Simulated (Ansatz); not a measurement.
# B: the cost of one run

Method: DFT PBE, scalar-relativistic, plane waves, PAW, in Ansatz 0.2.0.

**1. The system as given**

It takes space group I-4m2 (No. 119, tetragonal). Conventional cell: a = 2.713 Å, b = 2.713 Å, c = 6.714 Å, α = 90.00°, β = 90.00°, γ = 90.00°. B (site symmetry 2mm) has 3 B at 1.61 Å as nearest neighbours. B (site symmetry -4m2) is surrounded by 4 B at 1.61 Å.

Structure file:

```
B
1.0
    -1.35662    1.35662    3.35718
     1.35662   -1.35662    3.35718
     1.35662    1.35662   -3.35718
B
3
Direct
  0.37990 0.37990 0.00000
  0.75000 0.25000 0.50000
  0.62010 0.62010 0.00000
```

A structure generator made this guess: 3-, 4-connected net of one element (I-4m2, No. 119). Lengths come from tabulated atomic sizes and are only a guess.

**2. The guess as it stands, on a coarse mesh**

Input file input.yaml:

```yaml
crystal:
  lattice:
    - [-1.35661616, 1.35661616, 3.35718122]
    - [1.35661616, -1.35661616, 3.35718122]
    - [1.35661616, 1.35661616, -3.35718122]
  atoms:
    - { symbol: B, position: [0.37989923, 0.37989923, 0.0] }
    - { symbol: B, position: [0.75, 0.25, 0.5] }
    - { symbol: B, position: [0.62010077, 0.62010077, 0.0] }
basis:
  ecutwfc: 420
kpoints:
  mp_grid: { grid: [8, 8, 8] }
hamiltonian:
  xc: pbe
scf:
  occupations: { method: gaussian, width: 0.1 }
  lower_state_search: "off"
output:
  forces: true
  stress: true
  eigenvalues: true
```

Started as:

```
ansatz run input.yaml --threads 1 --pin off --max-ram 2560MiB --backend cpu --events-out ev --progress --plain --runs-dir out
```

Q: Estimate wall time and peak memory on 1 thread of Arm Neoverse V1, shared host.

About 1.4 s, with a peak of 0.26 GiB.
